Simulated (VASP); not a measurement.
# BN (P1) in VASP: further runs, part 2 of 2

VASP 6.6.1. Earlier steps stand in the parts before.

## Step 3: Single point, PBEsol

INCAR reads:

```
ALGO = Fast
EDIFF = 1E-6
ENCUT = 520
GGA = PS
ISIF = 2
ISMEAR = -1
LASPH = T
LCHARG = T
LELF = T
LREAL = Auto
LVHAR = T
LWAVE = F
NBANDS = 66
NELM = 100
PREC = Accurate
SIGMA = 0.02
```

KPOINTS reads:

```
k-points
0
Gamma
  4 2 2
```

POSCAR reads:

```
BN
1.0
    5.0011652085      0.0000000000      0.0000000000
   -3.7508739063      6.4967041786      0.0000000000
    0.0000000000      0.0000000000      6.5236361402
B N
12 12
Direct
    0.1512719744      0.2260222968      0.2582571995
    0.3559318345      0.1164733654      0.7431317284
    0.1469400726      0.5525313915      0.2510529350
    0.3622252660      0.4459097906      0.7405561708
    0.1623536768      0.8901684363      0.2534473052
    0.3466285285      0.7818019507      0.7469009453
    0.6570901685      0.2243345179      0.2505564328
    0.8505037308      0.1188956706      0.7366880826
    0.6485168525      0.5553289639      0.2595805412
    0.8639111418      0.4582663637      0.7370020180
    0.6564016049      0.8913053205      0.2701753994
    0.8479680156      0.7830578183      0.7507285653
    0.1825248763      0.2231685421      0.7400780633
    0.3217189981      0.1137539866      0.2603859203
    0.1921449456      0.5613589444      0.7403342087
    0.3173712774      0.4454885001      0.2609584538
    0.1806039447      0.8953753842      0.7552085822
    0.3248895559      0.7750386752      0.2505483085
    0.6911898691      0.2346748379      0.7363434895
    0.8186842542      0.1145725555      0.2566741866
    0.6841098624      0.5611576116      0.7378887934
    0.8178427546      0.4465422652      0.2376904485
    0.6760971370      0.8922457974      0.7359621071
    0.8281878443      0.7785189014      0.2692056948
```

Potentials or basis: VASP PAW PBE potentials, release 64 (B, N).

The run is started by

```sh
$ cat potpaw_PBE.64/B/POTCAR potpaw_PBE.64/N/POTCAR > POTCAR
$ mpirun -np 1 vasp_std > vasp.out
```

OUTCAR:

```text
EDIFF = 1E-6
   ENCUT = 520
   GGA = PS
   ISIF = 2
   ISMEAR = -1
   LASPH = T
   LREAL = Auto
   NELM = 100
   PREC = Accurate

 ion  position               nearest neighbor table
   1  0.151  0.226  0.258-  16 1.43  20 1.44  14 1.47
   2  0.356  0.116  0.743-  17 1.44  13 1.44  19 1.45
   3  0.147  0.553  0.251-  22 1.43  16 1.44  18 1.45
   4  0.362  0.446  0.741-  21 1.40  13 1.45  15 1.49
   5  0.162  0.890  0.253-  24 1.45  18 1.45  14 1.45
   6  0.347  0.782  0.747-  23 1.43  15 1.43  17 1.46
[... 16 lines left out ...]
  23  0.676  0.892  0.736-   6 1.43  12 1.46   8 1.47
  24  0.828  0.779  0.269-   5 1.45   9 1.45  11 1.48

  LATTYP: Found a simple monoclinic cell.
 ALAT       =     5.0011652085
 B/A-ratio  =     1.3044232430
 C/A-ratio  =     1.3228756555
 COS(beta)  =    -0.1889822365

  Lattice vectors:

 A1 = (   5.0011652085,   0.0000000000,   0.0000000000)
 A2 = (   0.0000000000,   0.0000000000,   6.5236361402)
 A3 = (  -1.2502913022,  -6.4967041786,   0.0000000000)

Analysis of symmetry for initial positions (statically):
=====================================================================
 Subroutine PRICEL returns:
 Original cell was already a primitive cell.

 Routine SETGRP: Setting up the symmetry group for a
 simple monoclinic supercell.

 Subroutine GETGRP returns: Found  1 space group operations
 (whereof  1 operations were pure point group operations)
 out of a pool of  4 trial point group operations.

The static configuration has the point symmetry C_1 .

Analysis of symmetry for dynamics (positions and initial velocities):
=====================================================================
 Subroutine PRICEL returns:
 Original cell was already a primitive cell.

 Routine SETGRP: Setting up the symmetry group for a
 simple monoclinic supercell.

[... 158 lines left out ...]
  Thomas-Fermi vector in A             =   2.390897
   LORBIT       =      0    0 simple, 1 ext, 2 COOP (PROOUT), +10 PAW based schemes
   GGA     = PS    functional components
   LHFCALC =     F    Hartree Fock is set to
   AEXX    =    0.0000 exact exchange contribution
   IVDW    =     0    specifies the selected vdW correction
   LEPSILON=     F    determine dielectric tensor
   LRPA    =     F    only Hartree local field effects (RPA)
 non-spin polarized calculation
 RMM-DIIS sequential band-by-band and
  energy-cutoff  :      520.00
  volume of cell :      211.96
 maximum number of plane-waves:      5726
 NGX is ok and might be reduce to    40
   NGX = 19   NGY = 27   NGZ = 25

 number of electron      96.0000002 magnetization

 Free energy of the ion-electron system (eV)
  ---------------------------------------------------
  ext. energy  EPLUGINS =         0.00000000
  ---------------------------------------------------
  free energy    TOTEN  =      -218.87520051 eV

  energy without entropy =     -218.87520051  energy(sigma->0) =     -218.87520051

 E-fermi :   2.9312     XC(G=0): -10.4313

 val. band max:        2.4324625463   @ k =   0.5000   0.0000   0.0000
 cond. band min:       6.2012772663   @ k =   0.0000   0.0000   0.0000
 fundamental gap:      3.7688147200
 Fermi energy:         2.9311625729

 k-point     1 :       0.0000    0.0000    0.0000
  band No.  band energies     occupation
      1     -15.4580      2.00000
      2     -15.1012      2.00000
      3     -13.4756      2.00000
      4     -13.4099      2.00000
      5     -13.2201      2.00000
      6     -13.1485      2.00000
[... 745 lines left out ...]
     59      10.6900      0.00000
     60      11.0569      0.00000
 [bands above 60 left out]

------------------------ aborting loop because EDIFF is reached ----------------------------------------

  FORCE on cell =-STRESS in cart. coord.  units (eV):
  Direction    XX          YY          ZZ          XY          YZ          ZX
  --------------------------------------------------------------------------------------
  -------------------------------------------------------------------------------------
  Total        2.9388945      2.4089155      1.7064616      1.3638662     -0.0080470     -0.0314376
  in kB       22.2147050     18.2086660     12.8989117     10.3092798     -0.0608263     -0.2376324
  external PRESSURE =      17.7740942 kB  Pullay stress =       0.0000000 kB

 VOLUME and BASIS-vectors are now :
 -----------------------------------------------------------------------------
  energy-cutoff  :      520.00
  volume of cell :      211.96
      direct lattice vectors                 reciprocal lattice vectors
     5.001165208  0.000000000  0.000000000     0.199953403  0.115443151  0.000000000
    -3.750873906  6.496704179  0.000000000     0.000000000  0.153924201  0.000000000
     0.000000000  0.000000000  6.523636140     0.000000000  0.000000000  0.153288745

 POSITION                                       TOTAL-FORCE (eV/Angst)
 -----------------------------------------------------------------------------------
     -0.09124      1.46840      1.68478         0.943245     -0.921798      0.066188
      1.34320      0.75669      4.84792        -0.464523      0.240784      0.051884
     -1.33760      3.58963      1.63778         0.391771      0.948259     -0.095133
      0.13900      2.89694      4.83112        -2.582241     -0.072068     -0.163873
     -2.52695      5.78316      1.65340        -0.513817     -0.062270      0.532234
     -1.19889      5.07914      4.87251         0.030840      0.250357     -0.181153
[... 16 lines left out ...]
      0.03457      5.79666      4.80115         0.809235      1.070308      0.504302
      1.22178      5.05781      1.75620        -1.040931      0.296444     -0.219275
 -----------------------------------------------------------------------------------
    total drift:                               -0.000677      0.006349     -0.000299

  FREE ENERGIE OF THE ION-ELECTRON SYSTEM (eV)
  ---------------------------------------------------
  free  energy   TOTEN  =      -218.8752005078 eV

  energy  without entropy=     -218.8752005078  energy(sigma->0) =     -218.87520051
```

It took 4.8 min on 1 thread of Intel Xeon Platinum 8259CL at 2.50GHz (Skylake/Cascade Lake), shared host; peak memory 0.37 GiB.

Results:

```
Free energy            : -218.8752 eV
Pressure               : 1.8 GPa
Largest force          : 2.588 eV/Å
Band gap on the k mesh : 3.77 eV
```

Forces in eV/Å, atoms in the order of the input:
```
B    0.943 -0.922  0.066
B   -0.465  0.241  0.052
B    0.392  0.948 -0.095
B   -2.582 -0.072 -0.164
B   -0.514 -0.062  0.532
B    0.031  0.250 -0.181
B   -1.416  0.243 -0.028
B    0.082 -0.693  0.152
B    0.702  0.689 -0.311
B   -0.409 -1.217  0.178
B    0.823 -0.548 -0.836
B   -0.591  0.459 -0.680
N    0.418  0.807  0.015
N   -0.008 -0.080 -0.364
N    0.178 -0.250  0.165
N   -0.042 -0.072 -0.126
N    0.767 -0.550 -0.073
N   -0.593  0.701  0.301
N   -0.041 -0.751  0.027
N    0.900 -0.714  0.215
N    1.701  0.701  0.375
N   -0.044 -0.475  0.493
N    0.809  1.070  0.504
N   -1.041  0.296 -0.219
```

Levels at points of the mesh, in eV from the valence-band top:
```csv
k point,band 44,band 45,band 46,band 47,band 48,band 49,band 50,band 51,band 52,band 53
"(0.00, 0.00, 0.00)",-1.29,-1.16,-0.52,-0.49,-0.31,3.77,4.93,5.16,5.23,5.69
"(0.50, 0.00, 0.00)",-2.00,-0.92,-0.87,-0.08,0.00,4.58,4.68,5.18,5.22,6.87
"(0.00, 0.50, 0.00)",-1.57,-0.57,-0.53,-0.44,-0.33,4.11,4.32,4.73,4.80,5.42
"(0.50, 0.50, 0.00)",-1.93,-1.30,-1.18,-0.53,-0.49,5.43,5.49,5.98,6.08,6.20
"(0.00, 0.00, 0.50)",-1.17,-1.11,-1.03,-0.99,-0.82,4.35,4.62,5.18,5.28,5.30
"(0.50, 0.00, 0.50)",-2.79,-0.51,-0.47,-0.37,-0.26,4.60,4.66,4.76,4.80,7.31
"(0.00, 0.50, 0.50)",-1.10,-1.05,-1.02,-0.92,-0.83,4.45,4.55,4.61,4.73,5.09
"(0.50, 0.50, 0.50)",-2.00,-1.38,-1.29,-1.16,-1.08,5.45,5.53,5.61,5.74,6.31
```

Caveat: the k mesh is coarse (spacing up to 0.48 Å⁻¹), so the values aren't converged; the PAW data sets were made with another functional, which shifts forces and pressure a little. A hybrid or GW would open this gap; PBEsol tends to underestimate it.
